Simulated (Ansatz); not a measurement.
# MgS (F-43m) in Ansatz: equation of state

Aim: energy against volume of MgS in PBEsol, for its equilibrium volume and stiffness.

Everything below comes from runs of Ansatz 0.2.0. Logs are shortened: lines on timing, memory, paths and dates and some standing lists are left out, and cuts for length are marked.

## 1. The structure

Symmetry: F-43m, No. 216, cubic system. Conventional cell: a = 5.666 Å, b = 5.666 Å, c = 5.666 Å, α = 90.00°, β = 90.00°, γ = 90.00°. S (site symmetry -43m) has 4 Mg at 2.45 Å as nearest neighbours. Mg (site symmetry -43m) has 4 S at 2.45 Å as nearest neighbours.

The cell comes from a database or a generator and needn't be the stable form of this composition.

## 2. Single point, PBEsol, 21.38 Å³/atom (volume scaled by 0.94)

input.yaml reads:

```yaml
crystal:
  lattice:
    - [0.0, 2.7752850422, 2.7752850422]
    - [2.7752850422, 0.0, 2.7752850422]
    - [2.7752850422, 2.7752850422, 0.0]
  atoms:
    - { symbol: S, position: [0.25, 0.25, 0.25] }
    - { symbol: Mg, position: [0.0, 0.0, 0.0] }
hamiltonian:
  xc: pbesol
  pseudopotentials: { kind: paw }
kpoints:
  mp_grid: { grid: [8, 8, 8] }
scf:
  occupations: { method: fermi_dirac, width: 0.05 }
output:
  forces: true
  stress: true
  eigenvalues: true
```

Potentials or basis: Ansatz PAW.

Launch:

```
> ansatz run input.yaml --threads 2 --pin off --max-ram 5632MiB --backend cpu --events-out ev --progress --plain --runs-dir out
```

The log of the run:

```text
Warning: RAYON_NUM_THREADS=2 ignored (pool sized by the plan → 2); use --threads N
Engine: ansatz 0.2.0, x86_64-unknown-linux-gnu
Pseudopotentials: kind: paw
Pseudopotential: S, paw, valence charge 6, recommended cutoff 420 eV (normal), S.paw.azcp
Pseudopotential: Mg, paw, valence charge 10, recommended cutoff 420 eV (normal), Mg.paw.azcp
Functional definition: PBEsol
  exchange = pbesol_x
  correlation = pbesol_c
Crystal: 2 atoms, lattice volume = 42.752 Å³
Basis set: ecut = 420 eV, 869 PW (Γ), exchange–correlation on 54×54×54 points (8 copies of the dense FFT grid, shifted against one another)
Bands: 12, of which v1, the nominal top of the filled ones, is band 8 counted from 1 (7 counted from 0)
Symmetry: 24 space group operations
Space group: F-43m (ITA 216), of the structure as read, at distance tolerance 3.5e-5 Å
k-points: 29 of 512 (time reversal used)
Non-local potential: S, projectors of the file, l = 0: 2, l = 1: 2, l = 2: 2
Non-local potential: Mg, projectors of the file, l = 0: 3, l = 1: 2, l = 2: 1
PAW form: soft (Blöchl's): semilocal exchange-correlation on the pseudo side does not see the compensation charge
PAW frozen core: S, regenerated for the run's functional, and the local potential with it (the file was generated under x = pbe(κ = 0.804, μ = 0.2195149727645171), c = pbe(β = 0.06672455060314922))
PAW frozen core: Mg, regenerated for the run's functional, and the local potential with it (the file was generated under x = pbe(κ = 0.804, μ = 0.2195149727645171), c = pbe(β = 0.06672455060314922))
PAW one-centre angular grid: S, 110 points (default); XC on 64 Gauss nodes
PAW one-centre angular grid: Mg, 110 points (default); XC on 64 Gauss nodes
Initial density: superposition of atomic densities (neutral atoms: chi_scale 0, normalization atom), corrected by the library's trained network
Initial wavefunctions: pseudopotential atomic-orbital guess
Functional: x = pbesol(κ = 0.804, μ = 0.12345679012345678), c = pbesol(β = 0.046)
SCF iter   1: F=—  HF=-2799.739935 eV  |F-HF|=—  |Δ(HF+E_count)|=         —  Δρ=3.30e-3  dr2=7.26e-3  ethr=1.77e-3  ⟨swp⟩=6.0  Hψ=2131  notcnv=0
preconditioner: auto → none  [insulator: Δε(μ)=3.546 eV  Ē_g=11.284 eV  σ=0.050 eV  W_gap=1.00  n_scr=14 (ndim 8)  ℏωp=16.1 eV  f_vac=0.011  D(μ)=0.00/eV (n_scr^D=0)  ε∞_Penn≈3.0]
SCF iter   2: F=—  HF=-2799.737138 eV  |F-HF|=—  |Δ(HF+E_count)|=   2.80e-3  Δρ=9.97e-4  dr2=2.40e-4  ethr=4.54e-5  ⟨swp⟩=2.1  Hψ=713  notcnv=0
SCF iter   3: F=—  HF=-2799.737144 eV  |F-HF|=—  |Δ(HF+E_count)|=   6.05e-6  Δρ=3.45e-4  dr2=3.56e-5  ethr=1.50e-6  ⟨swp⟩=2.4  Hψ=539  notcnv=0
SCF iter   4: F=—  HF=-2799.737168 eV  |F-HF|=—  |Δ(HF+E_count)|=   2.46e-5  Δρ=7.20e-5  dr2=1.19e-6  ethr=2.23e-7  ⟨swp⟩=2.0  Hψ=460  notcnv=0
iter 5 did not close the SCF: its close was put off for the readings that it lacked (scf_convergence_deferred on its scf_iter line)
SCF iter   5: F=-2799.737170 eV  HF=-2799.737170 eV  |F-HF|=9.31e-9  |Δ(HF+E_count)|=   1.26e-6  Δρ=5.04e-6  dr2=6.72e-9  ethr=7.44e-9  ⟨swp⟩=2.3  Hψ=436  notcnv=0
SCF iter   6: F=-2799.737170 eV  HF=-2799.737170 eV  |F-HF|=4.14e-11  |Δ(HF+E_count)|=   1.25e-8  Δρ=8.51e-7  dr2=2.96e-10  ethr=4.20e-11  ⟨swp⟩=2.0  Hψ=1136  notcnv=0
SCF 1 converged in 6 iterations: F = -2799.737170 eV  dr2 = 2.96e-10
SCF converged after 6 iterations
Free energy (F): -2799.737170 eV
Harris-Foulkes:  -2799.737170 eV  (|F-HF|=4.14e-11)
Internal energy: -2799.737170 eV  (E = F + TS)
E sigma→0 (E₀):  -2799.737170 eV
Fermi energy:    5.420659 eV
--- Per-component energies (eV) ---
  E_band       = -360.460982
  E_kinetic    = 185.014183
  E_local      = -1856.313678  (includes V_loc(G=0)·N_el)
  E_nonlocal   = 124.546439
  E_hartree    = 671.861707
  E_xc         = -126.141458
  E_vxc        = -126.326785  (∫ρ·V_xc dr)
  E_paw        = -865.183771  (= ΣΔE_a)
  E_vpaw       = -31.104593  (= ΣTr[D̂ρ^β])
  E_aug_tail   = -0.000000  (compensation charges beyond the density's cutoff)
  E_ewald      = -933.641402
  E_core_change = 0.120812  (= ΣΔE_core)
  E_smearing   = -0.000000  (= −TS)
  E_closure    = -0.000000  (closes the sum)
  Σ components = -2799.737170   (vs F -2799.737170, Δ=0.00e0)
--- Forces (eV/Å), atoms counted from 1 ---
  atom   1  S     -0.00000000     0.00000000    -0.00000000
  atom   2  Mg     0.00000000     0.00000000    -0.00000000
  max |Σ_I F_I| component: 1.55e-16 eV/Å
--- Stress (GPa, compression-positive) ---
        3.493907      -0.000000      -0.000000
       -0.000000       3.493907       0.000000
       -0.000000       0.000000       3.493907
  P = ⅓ Tr σ = 3.4939 GPa (34.939 kbar)
--- Band table (eV; the first three rows and the last of 29) ---
  k-point 0: bands = ["-69.6502", "-36.5951", "-36.5951", "-36.5951", "-7.9005", "3.5764", "3.5764", "3.5764", "7.1645", "11.5608", "11.5608", "11.5608"]
  k-point 1: bands = ["-69.6502", "-36.5956", "-36.5952", "-36.5952", "-7.8004", "2.8434", "3.5193", "3.5193", "7.8513", "11.3890", "11.7484", "11.7484"]
  k-point 2: bands = ["-69.6502", "-36.5969", "-36.5954", "-36.5954", "-7.5392", "1.5802", "3.3910", "3.3910", "8.6878", "11.4882", "11.7563", "11.7563"]
  k-point 28: bands = ["-69.6501", "-36.5980", "-36.5972", "-36.5965", "-6.8393", "1.1389", "1.5514", "2.1134", "8.9886", "11.7065", "11.7981", "12.2099"]
```

It took 0.44 s on 2 threads of Intel Xeon 6975P-C (Granite Rapids), shared host; peak memory 0.31 GiB.

What came out:

```
Free energy            : -2799.7372 eV
Pressure               : 3.5 GPa
Band gap on the k mesh : 3.59 eV, direct
```

Caveat: the PAW data sets come from PBE, with cores solved anew for the run's functional, which leaves a small shift of forces and pressure.

## 3. Single point, PBEsol, 21.83 Å³/atom (volume scaled by 0.96)

input.yaml, as its differences from that of step 2:

```diff
@@ -2,5 +2,5 @@
   lattice:
-    - [0.0, 2.7752850422, 2.7752850422]
-    - [2.7752850422, 0.0, 2.7752850422]
-    - [2.7752850422, 2.7752850422, 0.0]
+    - [0.0, 2.794829947, 2.794829947]
+    - [2.794829947, 0.0, 2.794829947]
+    - [2.794829947, 2.794829947, 0.0]
   atoms:
```

Potentials or basis: Ansatz PAW.

Launch:

```
> ansatz run input.yaml --threads 2 --pin off --max-ram 5632MiB --backend cpu --events-out ev --progress --plain --runs-dir out
```

Wall time 0.45 s (2 threads of Intel Xeon 6975P-C (Granite Rapids), shared host); peak memory 0.31 GiB.

Results (log left out):

```
Free energy            : -2799.7528 eV
Pressure               : 2.0 GPa
Band gap on the k mesh : 3.48 eV, direct
```

Caveat: the PAW data sets come from PBE, with cores solved anew for the run's functional, which leaves a small shift of forces and pressure.

## 4. Single point, PBEsol, 22.29 Å³/atom (volume scaled by 0.98)

input.yaml, as its differences from that of step 3:

```diff
@@ -2,5 +2,5 @@
   lattice:
-    - [0.0, 2.794829947, 2.794829947]
-    - [2.794829947, 0.0, 2.794829947]
-    - [2.794829947, 2.794829947, 0.0]
+    - [0.0, 2.8141052454, 2.8141052454]
+    - [2.8141052454, 0.0, 2.8141052454]
+    - [2.8141052454, 2.8141052454, 0.0]
   atoms:
```

Launch:

```
> ansatz run input.yaml --threads 2 --pin off --max-ram 5632MiB --backend cpu --events-out ev --progress --plain --runs-dir out
```

Wall time 0.45 s (2 threads of Intel Xeon 6975P-C (Granite Rapids), shared host); peak memory 0.31 GiB.

Results (log left out):

* Free energy: -2799.7607 eV
* Pressure: 0.7 GPa
* Band gap on the k mesh: 3.38 eV, direct

Caveat: the PAW data sets come from PBE, with cores solved anew for the run's functional, which leaves a small shift of forces and pressure.

## 5. Single point, PBEsol, 22.74 Å³/atom

input.yaml, as its differences from that of step 4:

```diff
@@ -2,5 +2,5 @@
   lattice:
-    - [0.0, 2.8141052454, 2.8141052454]
-    - [2.8141052454, 0.0, 2.8141052454]
-    - [2.8141052454, 2.8141052454, 0.0]
+    - [0.0, 2.8331200468, 2.8331200468]
+    - [2.8331200468, 0.0, 2.8331200468]
+    - [2.8331200468, 2.8331200468, 0.0]
   atoms:
```

Launch:

```
> ansatz run input.yaml --threads 2 --pin off --max-ram 5632MiB --backend cpu --events-out ev --progress --plain --runs-dir out
```

It took 0.46 s on 2 threads of Intel Xeon 6975P-C (Granite Rapids), shared host; peak memory 0.32 GiB.

Results (log left out):

| Property | Result |
| --- | --- |
| Free energy | -2799.7615 eV |
| Pressure | -0.4 GPa |
| Band gap on the k mesh | 3.28 eV, direct |

Caveat: the PAW data sets come from PBE, with cores solved anew for the run's functional, which leaves a small shift of forces and pressure.

## 6. Single point, PBEsol, 23.20 Å³/atom (volume scaled by 1.02)

input.yaml, as its differences from that of step 5:

```diff
@@ -2,5 +2,5 @@
   lattice:
-    - [0.0, 2.8331200468, 2.8331200468]
-    - [2.8331200468, 0.0, 2.8331200468]
-    - [2.8331200468, 2.8331200468, 0.0]
+    - [0.0, 2.851882978, 2.851882978]
+    - [2.851882978, 0.0, 2.851882978]
+    - [2.851882978, 2.851882978, 0.0]
   atoms:
```

Potentials or basis: Ansatz PAW.

Launch:

```
> ansatz run input.yaml --threads 2 --pin off --max-ram 5632MiB --backend cpu --events-out ev --progress --plain --runs-dir out
```

Run time: 0.47 s. Hardware: 2 threads of Intel Xeon 6975P-C (Granite Rapids), shared host; peak memory 0.32 GiB.

The run converged. Its results:

```
Free energy            : -2799.7560 eV
Pressure               : -1.5 GPa
Band gap on the k mesh : 3.19 eV, direct
```

Caveat: the PAW data sets come from PBE, with cores solved anew for the run's functional, which leaves a small shift of forces and pressure.

## 7. Single point, PBEsol, 23.65 Å³/atom (volume scaled by 1.04)

input.yaml, as its differences from that of step 6:

```diff
@@ -2,5 +2,5 @@
   lattice:
-    - [0.0, 2.851882978, 2.851882978]
-    - [2.851882978, 0.0, 2.851882978]
-    - [2.851882978, 2.851882978, 0.0]
+    - [0.0, 2.8704022176, 2.8704022176]
+    - [2.8704022176, 0.0, 2.8704022176]
+    - [2.8704022176, 2.8704022176, 0.0]
   atoms:
```

Potentials or basis: Ansatz PAW.

Launch:

```
> ansatz run input.yaml --threads 2 --pin off --max-ram 5632MiB --backend cpu --events-out ev --progress --plain --runs-dir out
```

The log of the run:

```text
Warning: RAYON_NUM_THREADS=2 ignored (pool sized by the plan → 2); use --threads N
[... 7 set-up lines as earlier in the session ...]
Crystal: 2 atoms, lattice volume = 47.300 Å³
Basis set: ecut = 420 eV, 941 PW (Γ), exchange–correlation on 60×60×60 points (8 copies of the dense FFT grid, shifted against one another)
Bands: 12, of which v1, the nominal top of the filled ones, is band 8 counted from 1 (7 counted from 0)
[... 1 set-up line as earlier in the session ...]
Space group: F-43m (ITA 216), of the structure as read, at distance tolerance 3.6e-5 Å
k-points: 29 of 512 (time reversal used)
[... 10 set-up lines as earlier in the session ...]
SCF iter   1: F=—  HF=-2799.748631 eV  |F-HF|=—  |Δ(HF+E_count)|=         —  Δρ=2.86e-3  dr2=6.50e-3  ethr=1.77e-3  ⟨swp⟩=6.6  Hψ=2130  notcnv=0
preconditioner: auto → none  [insulator: Δε(μ)=3.052 eV  Ē_g=10.802 eV  σ=0.050 eV  W_gap=1.00  n_scr=14 (ndim 8)  ℏωp=15.3 eV  f_vac=0.025  D(μ)=0.00/eV (n_scr^D=0)  ε∞_Penn≈3.0]
SCF iter   2: F=—  HF=-2799.744747 eV  |F-HF|=—  |Δ(HF+E_count)|=   3.88e-3  Δρ=9.25e-4  dr2=3.90e-4  ethr=4.06e-5  ⟨swp⟩=2.1  Hψ=705  notcnv=0
SCF iter   3: F=—  HF=-2799.744709 eV  |F-HF|=—  |Δ(HF+E_count)|=   3.71e-5  Δρ=2.84e-4  dr2=2.25e-5  ethr=2.44e-6  ⟨swp⟩=2.5  Hψ=562  notcnv=0
SCF iter   4: F=—  HF=-2799.744702 eV  |F-HF|=—  |Δ(HF+E_count)|=   6.96e-6  Δρ=8.83e-5  dr2=6.90e-6  ethr=1.40e-7  ⟨swp⟩=2.0  Hψ=464  notcnv=0
iter 5 did not close the SCF: its close was put off for the readings that it lacked (scf_convergence_deferred on its scf_iter line)
SCF iter   5: F=-2799.744701 eV  HF=-2799.744701 eV  |F-HF|=1.79e-9  |Δ(HF+E_count)|=   1.50e-6  Δρ=1.33e-5  dr2=5.87e-8  ethr=4.31e-8  ⟨swp⟩=2.0  Hψ=454  notcnv=0
SCF iter   6: F=-2799.744701 eV  HF=-2799.744701 eV  |F-HF|=2.44e-9  |Δ(HF+E_count)|=   2.37e-8  Δρ=2.66e-6  dr2=2.62e-9  ethr=3.67e-10  ⟨swp⟩=2.4  Hψ=1171  notcnv=0
SCF 1 converged in 6 iterations: F = -2799.744701 eV  dr2 = 2.62e-9
SCF converged after 6 iterations
Free energy (F): -2799.744701 eV
Harris-Foulkes:  -2799.744701 eV  (|F-HF|=2.44e-9)
Internal energy: -2799.744701 eV  (E = F + TS)
E sigma→0 (E₀):  -2799.744701 eV
Fermi energy:    4.346484 eV
--- Per-component energies (eV) ---
  E_band       = -375.135165
  E_kinetic    = 182.760235
  E_local      = -1901.986876  (includes V_loc(G=0)·N_el)
  E_nonlocal   = 124.377670
  E_hartree    = 688.282944
  E_xc         = -125.071494
  E_vxc        = -124.919550  (∫ρ·V_xc dr)
  E_paw        = -865.524879  (= ΣΔE_a)
  E_vpaw       = -31.932846  (= ΣTr[D̂ρ^β])
  E_aug_tail   = -0.000001  (compensation charges beyond the density's cutoff)
  E_ewald      = -902.703113
  E_core_change = 0.120812  (= ΣΔE_core)
  E_smearing   = -0.000000  (= −TS)
  E_closure    = -0.000000  (closes the sum)
  Σ components = -2799.744701   (vs F -2799.744701, Δ=0.00e0)
--- Forces (eV/Å), atoms counted from 1 ---
  atom   1  S     -0.00000000     0.00000000    -0.00000000
  atom   2  Mg     0.00000000    -0.00000000     0.00000000
  max |Σ_I F_I| component: 1.57e-16 eV/Å
--- Stress (GPa, compression-positive) ---
       -2.459090       0.000000      -0.000000
       -0.000000      -2.459090       0.000000
       -0.000000       0.000000      -2.459090
  P = ⅓ Tr σ = -2.4591 GPa (-24.591 kbar)
--- Band table (eV; the first three rows and the last of 29) ---
  k-point 0: bands = ["-70.7995", "-37.7418", "-37.7418", "-37.7418", "-8.4054", "2.7302", "2.7302", "2.7302", "5.8273", "10.4680", "10.4680", "10.4680"]
  k-point 1: bands = ["-70.7995", "-37.7421", "-37.7418", "-37.7418", "-8.3232", "2.0514", "2.6787", "2.6787", "6.4934", "10.2620", "10.6385", "10.6385"]
  k-point 2: bands = ["-70.7995", "-37.7429", "-37.7420", "-37.7420", "-8.1113", "0.9130", "2.5622", "2.5622", "7.3686", "10.2306", "10.6845", "10.6845"]
  k-point 28: bands = ["-70.7995", "-37.7435", "-37.7430", "-37.7426", "-7.5576", "0.4890", "0.9659", "1.4489", "8.0822", "10.3252", "10.7050", "10.9719"]
```

Run time: 0.46 s. Hardware: 2 threads of Intel Xeon 6975P-C (Granite Rapids), shared host; peak memory 0.32 GiB.

What came out:

```
Free energy            : -2799.7447 eV
Pressure               : -2.5 GPa
Band gap on the k mesh : 3.10 eV, direct
```

Caveat: the PAW data sets come from PBE, with cores solved anew for the run's functional, which leaves a small shift of forces and pressure.

## 8. Single point, PBEsol, 24.10 Å³/atom (volume scaled by 1.06)

input.yaml, as its differences from that of step 7:

```diff
@@ -2,5 +2,5 @@
   lattice:
-    - [0.0, 2.8704022176, 2.8704022176]
-    - [2.8704022176, 0.0, 2.8704022176]
-    - [2.8704022176, 2.8704022176, 0.0]
+    - [0.0, 2.8886855272, 2.8886855272]
+    - [2.8886855272, 0.0, 2.8886855272]
+    - [2.8886855272, 2.8886855272, 0.0]
   atoms:
```

Launch:

```
> ansatz run input.yaml --threads 2 --pin off --max-ram 5632MiB --backend cpu --events-out ev --progress --plain --runs-dir out
```

Wall time 0.48 s (2 threads of Intel Xeon 6975P-C (Granite Rapids), shared host); peak memory 0.33 GiB.

The run converged. Its results:

| Property | Result |
| --- | --- |
| Free energy | -2799.7282 eV |
| Pressure | -3.3 GPa |
| Band gap on the k mesh | 3.01 eV, direct |

Caveat: the PAW data sets come from PBE, with cores solved anew for the run's functional, which leaves a small shift of forces and pressure.

## 9. Equation of state, PBEsol

Potentials or basis: Ansatz PAW.

This step only gathers the single runs of the series.

Results:

```
Equilibrium volume                      : 22.57 Å³/atom
Bulk modulus                            : 58 GPa
Pressure derivative of the bulk modulus : 4.1
```

Energy against volume, from the lowest point:
| volume (Å³/atom) | energy (meV/atom) |
| --- | --- |
| 21.376 | 12.17 |
| 21.831 | 4.34 |
| 22.285 | 0.41 |
| 22.740 | 0.00 |
| 23.195 | 2.77 |
| 23.650 | 8.41 |
| 24.105 | 16.64 |
